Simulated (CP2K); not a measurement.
A run of CP2K 2026.2 is set up as follows.

snte_bands.inp

```
&GLOBAL
  PROJECT snte_bands
  RUN_TYPE ENERGY_FORCE
  PRINT_LEVEL LOW
&END GLOBAL
&FORCE_EVAL
  METHOD QS
  STRESS_TENSOR ANALYTICAL
  &DFT
    BASIS_SET_FILE_NAME BASIS_MOLOPT_UZH
    POTENTIAL_FILE_NAME GTH_POTENTIALS
    &MGRID
      CUTOFF 450
      REL_CUTOFF 60
      NGRIDS 5
    &END MGRID
    &QS
      METHOD GPW
      EPS_DEFAULT 1.0E-10
    &END QS
    &KPOINTS
      SCHEME MONKHORST-PACK 7 7 7
      GAMMA_CENTERED T
      SYMMETRY T
      SYMMETRY_BACKEND SPGLIB
    &END KPOINTS
    &SCF
      SCF_GUESS ATOMIC
      EPS_SCF 1.0E-6
      MAX_SCF 100
      ADDED_MOS 10
      CHOLESKY OFF
      EPS_EIGVAL 1.0E-7
      &DIAGONALIZATION ON
        ALGORITHM STANDARD
      &END DIAGONALIZATION
      &MIXING ON
        METHOD BROYDEN_MIXING
        ALPHA 0.4
        BETA 1.5
        NBUFFER 8
      &END MIXING
      &SMEAR ON
        METHOD FERMI_DIRAC
        ELECTRONIC_TEMPERATURE [K] 300.557
      &END SMEAR
    &END SCF
    &XC
      &XC_FUNCTIONAL
        &LDA_X
        &END LDA_X
        &LDA_C_PW
        &END LDA_C_PW
      &END XC_FUNCTIONAL
    &END XC
    &PRINT
      &KPOINTS ON
      &END KPOINTS
      &MULLIKEN ON
      &END MULLIKEN
      &MO ON
        ENERGIES T
        OCCUPATION_NUMBERS T
        &EACH
          QS_SCF 0
        &END EACH
        ADD_LAST NUMERIC
      &END MO
      &BAND_STRUCTURE
        FILE_NAME bands.bs
        ADDED_MOS 6
        &KPOINT_SET
          UNITS B_VECTOR
          NPOINTS 6
          SPECIAL_POINT GAMMA 0.00000000 0.00000000 0.00000000
          SPECIAL_POINT X 0.50000000 0.00000000 0.50000000
          SPECIAL_POINT W 0.50000000 0.25000000 0.75000000
          SPECIAL_POINT K 0.37500000 0.37500000 0.75000000
          SPECIAL_POINT GAMMA 0.00000000 0.00000000 0.00000000
          SPECIAL_POINT L 0.50000000 0.50000000 0.50000000
          SPECIAL_POINT U 0.62500000 0.25000000 0.62500000
          SPECIAL_POINT W 0.50000000 0.25000000 0.75000000
          SPECIAL_POINT L 0.50000000 0.50000000 0.50000000
          SPECIAL_POINT K 0.37500000 0.37500000 0.75000000
        &END KPOINT_SET
        &KPOINT_SET
          UNITS B_VECTOR
          NPOINTS 6
          SPECIAL_POINT U 0.62500000 0.25000000 0.62500000
          SPECIAL_POINT X 0.50000000 0.00000000 0.50000000
        &END KPOINT_SET
      &END BAND_STRUCTURE
    &END PRINT
  &END DFT
  &SUBSYS
    &CELL
      A 4.4559748030 0.0000000000 0.0000000000
      B 2.2279874015 3.8589873780 0.0000000000
      C 2.2279874015 1.2863291260 3.6382881914
      PERIODIC XYZ
    &END CELL
    &COORD
      SCALED
      Te  0.5000000000 0.5000000000 0.5000000000
      Sn  0.0000000000 0.0000000000 0.0000000000
    &END COORD
    &KIND Te
      BASIS_SET TZVP-MOLOPT-PBE-GTH-q6
      POTENTIAL GTH-PADE-q6
    &END KIND
    &KIND Sn
      BASIS_SET TZVP-MOLOPT-PBE-GTH-q4
      POTENTIAL GTH-PADE-q4
    &END KIND
    &PRINT
      &ATOMIC_COORDINATES ON
      &END ATOMIC_COORDINATES
      &CELL ON
      &END CELL
    &END PRINT
  &END SUBSYS
  &PRINT
    &FORCES ON
    &END FORCES
    &STRESS_TENSOR ON
    &END STRESS_TENSOR
  &END PRINT
&END FORCE_EVAL
```

Potentials or basis: GTH_POTENTIALS Te GTH-PADE-q6, Sn GTH-PADE-q4; TZVP-MOLOPT-PBE-GTH basis.

The run is started by

```bash
$ OMP_NUM_THREADS=2 cp2k.psmp -i snte_bands.inp -o snte_bands.out
```

Task: Predict the Mulliken charges.

Result: Te -0.25; Sn +0.25 e.

Task: Predict the band gap along the path.

Result: 0.10 eV, direct.

Levels at the corners of the path, in eV from the Fermi level:
```
point  band 1  band 2  band 3  band 4  band 5  band 6  band 7  band 8  band 9  band 10
    Γ  -12.93   -4.95   -2.17   -2.17   -2.17    3.36    3.36    3.36    5.85     5.85
    X  -11.40   -6.71   -5.67   -3.80   -3.80    2.88    4.94    4.94    6.30     9.54
    W  -11.30   -7.57   -4.92   -4.92   -0.91    0.74    5.19    5.19    7.01     7.01
    K  -11.35   -7.62   -5.27   -3.32   -2.83    2.94    3.21    5.18    5.65     9.96
    Γ  -12.93   -4.95   -2.17   -2.17   -2.17    3.36    3.36    3.36    5.85     5.85
    L  -11.65   -8.51   -1.88   -1.88   -0.07    0.03    0.27    0.27    9.27    10.42
    U  -11.35   -7.62   -5.27   -3.32   -2.83    2.94    3.21    5.18    5.65     9.96
    W  -11.30   -7.57   -4.92   -4.92   -0.91    0.74    5.19    5.19    7.01     7.01
    L  -11.65   -8.51   -1.88   -1.88   -0.07    0.03    0.27    0.27    9.27    10.42
    K  -11.35   -7.62   -5.27   -3.32   -2.83    2.94    3.21    5.18    5.65     9.96
    U  -11.35   -7.62   -5.27   -3.32   -2.83    2.94    3.21    5.18    5.65     9.96
    X  -11.40   -6.71   -5.67   -3.80   -3.80    2.88    4.94    4.94    6.30     9.54
```

Caveat: this odd mesh misses L, where the gap lies, so gap, dielectric constants and Born charges aren't listed; spin-orbit coupling is left out, which moves the levels of the heavy elements; the basis of atomic orbitals isn't converged, which shifts pressures, moduli and gaps.

**Measured values to compare with.**

From a printed reference work, textbook, for a bulk crystal of SnTe at 300 K: band gap 0.18 eV (direct).

Against the measured gap of SnTe, 0.18 eV (direct; 300 K; a printed reference work, textbook), the calculated 0.10 eV is off by -0.08 eV. Spin-orbit coupling on Sn, Te is left out. The value is that of LDA in an atomic basis (GTH_POTENTIALS Te GTH-PADE-q6, Sn GTH-PADE-q4; TZVP-MOLOPT-PBE-GTH basis), whose error adds to the functional's,, without temperature or zero-point motion. Semilocal functionals fall short of measured gaps as a rule.
